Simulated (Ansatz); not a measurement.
# Ga: strain and displacement

```yaml
crystal:
  lattice:
    - [1.45000, -4.06500, 0.00000]
    - [1.45000, 4.06500, 0.00000]
    - [0.00000, 0.00000, 3.17000]
  atoms:
    - { symbol: Ga, position: [0.86700, 0.13300, 0.25000] }
    - { symbol: Ga, position: [0.13300, 0.86700, 0.75000] }
```

Atom numbers follow the list: Ga1, Ga2.

The geometry is COD entry 9012485, unchecked; take it as a test cell.

Level of theory: DFT, LDA, all-electron LAPW, scalar-relativistic (Ansatz 0.2.0).

Numerical set-up: a Γ-centred 12×12×10 k mesh, Fermi–Dirac smearing of 0.08 eV, basis error target 1 meV/atom, no spin polarisation.

The unchanged cell is at -3.79 GPa.

In a metal, stresses and small energies carry noise from the k mesh.

x, y and z are the Cartesian axes of the cell as listed; fractional coordinates follow a strain, and an engineering shear is twice the off-diagonal strain component.

With equal xy, yz and zx engineering shear strains of -2 %: energy change under 1 meV/atom; stress change (xx, yy, zz, yz, xz, xy) 0.09, -0.15, 0.19, 0.56, -0.19, -0.02 GPa, compression positive; change of the force on Ga1 (-0.007, 0.002, 0.012) eV/Å.

With equal xy, yz and zx engineering shear strains of +1 %: energy change under 1 meV/atom; stress change (xx, yy, zz, yz, xz, xy) 0.00, -0.03, 0.06, -0.35, 0.09, 0.00 GPa, compression positive.

**Question.** With this change (equal xy, yz and zx engineering shear strains of +3 %), what becomes of the energy and stress and forces?

**Answer.** Energy change under 1 meV/atom; stress change (xx, yy, zz, yz, xz, xy) 0.18, -0.23, 0.34, -0.74, 0.23, 0.09 GPa, compression positive; change of the force on Ga1 (0.009, -0.002, -0.029) eV/Å.

**Question.** With this change (equal xy, yz and zx engineering shear strains of -3 %), what becomes of the energy and stress and forces?

**Answer.** Energy change under 1 meV/atom; stress change (xx, yy, zz, yz, xz, xy) 0.18, -0.19, 0.29, 0.77, -0.23, 0.03 GPa, compression positive; change of the force on Ga1 (-0.010, 0.002, 0.016) eV/Å.

**Question.** With this change (equal xy, yz and zx engineering shear strains of -1 %), what becomes of the energy and stress?

**Answer.** Energy change under 1 meV/atom; stress change (xx, yy, zz, yz, xz, xy) 0.01, -0.05, 0.06, 0.35, -0.10, 0.00 GPa, compression positive.

With equal xy, yz and zx engineering shear strains of +2 %: energy change under 1 meV/atom; stress change (xx, yy, zz, yz, xz, xy) 0.05, -0.12, 0.20, -0.56, 0.17, 0.04 GPa, compression positive; change of the force on Ga1 (0.007, -0.002, -0.018) eV/Å.
